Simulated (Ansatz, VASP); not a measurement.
# One calculation of CoO, two programs

The input INCAR:

```
PREC = Accurate
ENCUT = 520
EDIFF = 1E-6
ISMEAR = -1
SIGMA = 0.05
LREAL = F
LASPH = T
NELM = 150
ALGO = Normal
ISIF = 2
LWAVE = F
LCHARG = T
ISPIN = 2
MAGMOM = 2 2 0 0
LORBIT = 11
LMAXMIX = 4
GGA = PS
LELF = T
LVHAR = T
NBANDS = 27
```

The input KPOINTS:

```
regular mesh
0
Gamma
  10 10 5
```

POSCAR

```
CoO
1.0
    3.2188228225      0.0000000000      0.0000000000
   -1.6094114113      2.7875823346      0.0000000000
    0.0000000000      0.0000000000      5.2633379358
Co O
2 2
Direct
    0.3333333333      0.6666666667      0.5033624100
    0.0000000000      0.0000000000      0.0034741400
    0.3333333333      0.6666666667      0.8715556000
    0.0000000000      0.0000000000      0.3716088500
```

Contents of input.yaml:

```yaml
crystal:
  lattice:
    - [3.2188228225, 0.0, 0.0]
    - [-1.6094114113, 2.7875823346, 0.0]
    - [0.0, 0.0, 5.2633379358]
  atoms:
    - { symbol: Co, position: [0.3333333333, 0.6666666667, 0.50336241], spin: 2.0 }
    - { symbol: Co, position: [0.0, 0.0, 0.00347414], spin: 2.0 }
    - { symbol: O, position: [0.3333333333, 0.6666666667, 0.8715556] }
    - { symbol: O, position: [0.0, 0.0, 0.37160885] }
kpoints:
  mp_grid: { grid: [10, 10, 5] }
scf:
  occupations: { method: fermi_dirac, width: 0.05 }
hamiltonian:
  xc: pbesol
  pseudopotentials: { kind: all_electron, lapw: { basis_error: 0.002 } }
magnetization:
  spin_polarized: true
output:
  forces: true
  stress: true
  eigenvalues: true
```

Change from the starting cell: volume scaled by 1.02.

Alike in both runs: task single point; functional PBEsol; k mesh 10 × 10 × 5; occupations fermi-dirac, width 0.05 eV; collinear spin.

```csv
,VASP,Ansatz
version,VASP 6.6.1,Ansatz 0.2.0
potentials or method,"VASP PAW PBE potentials, release 64 (Co, O)","all-electron LAPW, scalar-relativistic"
plane-wave cutoff (eV),520,see its input
```

|  | VASP | Ansatz | Ansatz less VASP |
| --- | --- | --- | --- |
| gap on the k mesh at the Fermi level (eV) | none | none | - |
| pressure (GPa) | -9.6 | -11.6 | -1.92 |
| largest component of the traceless stress (GPa) | 1.83 | 0.76 | -1.071 |
| rms of the force components (eV/Å) | 0.139 | 0.074 | -0.0653 |
| net moment per atom (μB) | 1.47 | 0.00 | -1.467 |
| size of the moment on the site where the two differ most (μB) | 2.50 | 2.26 | -0.248 |

The net moments differ so much that the two runs ended in different magnetic states, which moves the other rows too. Site moments also hang on the region over which each program counts them. Atom by atom the forces differ by 0.213 eV/Å (rms over components). A gap of «none» marks a metal or a gap that the smearing closes. Ansatz ran all-electron here, so the differences hold the error of VASP's frozen core and of both bases.

Caveats: semilocal functionals often make such compounds metallic where correlation or magnetic order opens a gap, which also shifts bond lengths; the PAW data sets were made with another functional, which shifts forces and pressure a little (VASP); the starting moments weren't kept (Ansatz).
